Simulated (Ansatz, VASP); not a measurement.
## PbSe: VASP beside Ansatz

```
Pb Se
1.0
     2.18308   -6.21424    0.00000
     2.18308    6.21424    0.00000
     0.00000    0.00000    4.50875
Pb Se
2 2
Cartesian
  2.1831 -1.6376 3.3816
  2.1831 1.6376 1.1272
  2.1831 -4.4903 3.3816
  2.1831 4.4903 1.1272
```

Alike in both runs: task single point; functional PBEsol; k mesh 8 × 8 × 6; occupations gaussian, width 0.02 eV; no spin polarisation.

|  | VASP | Ansatz |
| --- | --- | --- |
| version | VASP 6.6.1 | Ansatz 0.2.0 |
| potentials or method | VASP PAW PBE potentials, release 64 (Pb_d, Se) | scalar-relativistic, plane waves, PAW |
| plane-wave cutoff (eV) | 520 | 420 |
| valence electrons in the cell | 40 | 60 |

|  | VASP | Ansatz | Ansatz less VASP |
| --- | --- | --- | --- |
| gap on the k mesh at the Fermi level (eV) | 1.07 | 1.07 | +0.004 |
| least direct gap on the mesh (eV) | 1.15 | 1.15 | 0.000 |
| pressure (GPa) | -3.3 | -3.3 | -0.01 |
| largest component of the traceless stress (GPa) | 0.33 | 0.32 | -0.017 |
| rms of the force components (eV/Å) | 0.089 | 0.093 | +0.0044 |

Atom by atom the forces differ by 0.005 eV/Å (rms over components). The two sets of potentials don't hold the same shells in valence.

Caveats: the PAW data sets were made with another functional, which shifts forces and pressure a little (VASP); spin-orbit coupling is left out, which as a rule narrows the gap of such compounds by several tenths of an eV. A k mesh can miss the band edges.
